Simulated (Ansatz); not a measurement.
**From barrier to diffusion: H in SiC**

Theory: DFT PBE, scalar-relativistic, plane waves, PAW (Ansatz 0.2.0). Settings: 420 eV cutoff, 2×2×2 k-mesh, shifted by half a step, Gaussian smearing of 0.02 eV, no spin polarisation.

Host crystal, relaxed:

```xyz
2
Lattice="0.0000 2.1899 2.1899 2.1899 0.0000 2.1899 2.1899 2.1899 0.0000" Properties=species:S:1:pos:R:3 pbc="T T T"
Si    1.0949    1.0949    1.0949
C     0.0000    0.0000    0.0000
```

In a supercell of 32 host sites with charge +1, interstitial H hops to an equivalent place, moving 1.09 Å. Climbing-image nudged elastic band at fixed cell; the order of the saddle wasn't checked, and the small cell leaves errors of about a tenth of an eV. Zero-point motion and tunnelling, which matter for H, are left out.

```
image path (Å) E − E(0) (eV)
    0      0.00          0.000
    1      0.25          0.011
    2      0.49          0.245
    3      0.74          0.510
    4      0.99          0.245
    5      1.24          0.011
    6      1.48          0.000
```

What are the barriers forward and back, and what attempt frequency does the shape suggest?

Forward 0.51 eV, back 0.51 eV, the ends being level. For a sinusoidal profile E_b sin²(πx/l), with the H atom alone moving, ν = (1/l)√(E_b/2m) = 4.5×10¹³ s⁻¹, within an order of magnitude of the customary 10¹³ s⁻¹; a true prefactor needs the vibrations at the minimum and at the saddle.

With ν = 10¹³ s⁻¹, give the forward jump rate along this one path, the wait 1/k for that jump, the diffusivity D ≈ l²k and the distance √(Dt) covered in an hour at 300, 600 and 1000 K, taking the host as solid throughout.

k = ν exp(−E_b/k_BT):
```tsv
T (K)	k (1/s)	wait (s)	D (cm²/s)	√(Dt) in 1 h (nm)
300	2.7×10⁴	3.7×10⁻⁵	3.2×10⁻¹²	1081
600	5.2×10⁸	1.9×10⁻⁹	6.2×10⁻⁸	1.5×10⁵
1000	2.7×10¹⁰	3.7×10⁻¹¹	3.2×10⁻⁶	1.1×10⁶
```

D = l²k holds for six equivalent jumps in three dimensions (z l²k/6) and is a scale otherwise. Long-range transport needs a connected net of such jumps, and traps slow it. D is that of an interstitial already there. An error of 0.1 eV in the barrier changes k by a factor of 48 at 300 K and 3.2 at 1000 K.